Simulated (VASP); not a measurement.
Set up this calculation in VASP 6.6.1, as the native input.

```
Task                   : single point
Functional             : PBE
Potentials or basis    : VASP PAW PBE potentials, release 64 (Sb, Mn_pv)
Cutoff                 : 520 eV
k mesh                 : 8 × 8 × 5
Occupations            : gaussian, width 0.05 eV
Spin                   : collinear spin, typed start
Starting moments       : [0.0, 0.0, 4.5, 4.5] μB
Dipole correction      : no
Further INCAR settings : ALGO = Normal; EDIFF = 1e-06; NBANDS = 30
```

The structure of MnSb lies in POSCAR:

```
MnSb
1.0
    4.1299978700      0.0000000000      0.0000000000
   -2.0649989400      3.5766830700      0.0000000000
    0.0000000000      0.0000000000      5.8000000000
Sb Mn
2 2
Direct
    0.3333333300      0.6666666700      0.2500000000
    0.6666666700      0.3333333300      0.7500000000
    0.0000000000      0.0000000000      0.0000000000
    0.0000000000      0.0000000000      0.5000000000
```

The input as run:

INCAR

```
ALGO     = Normal         # electronic algorithm
EDIFF    = 1E-6           # SCF threshold, eV
ENCUT    = 520            # plane-wave cutoff, eV
GGA      = PE             # functional
ISIF     = 2              # what is computed and relaxed
ISMEAR   = 0              # smearing method
ISPIN    = 2              # spin polarisation
LASPH    = T              # aspherical terms in the spheres
LCHARG   = F              # write CHGCAR
LMAXMIX  = 4              # l up to which the mixer works
LORBIT   = 11             # projections on sites
LREAL    = F              # projectors in reciprocal space
LWAVE    = F              # write WAVECAR
MAGMOM   = 0 0 4.5 4.5    # initial moments
NBANDS   = 30             # bands
NELM     = 150            # most SCF steps
PREC     = Accurate       # precision mode
SIGMA    = 0.05           # smearing width, eV
```

KPOINTS

```
k-points
0
Gamma
  8 8 5
```

Potentials or basis: VASP PAW PBE potentials, release 64 (Sb, Mn_pv).

The run is started by

```console
$ cat potpaw_PBE.64/Sb/POTCAR potpaw_PBE.64/Mn_pv/POTCAR > POTCAR
$ mpirun -np 1 vasp_std > vasp.out
```

Results of the run:

| Property | Result |
| --- | --- |
| Pressure | -2.7 GPa |
| Band gap on the k mesh | none (metal or under the smearing width) |
| Net moment | 6.71 μB per cell |
| Site moments | Sb -0.13; Mn +3.40 μB |
| Valence electrons inside the program's atomic spheres | Sb 2.45; Mn 11.52 |

Wall time 2.1 min on 1 thread of AMD EPYC 7R13 Processor (Zen 3), with other jobs on the host, peak memory 0.28 GiB.
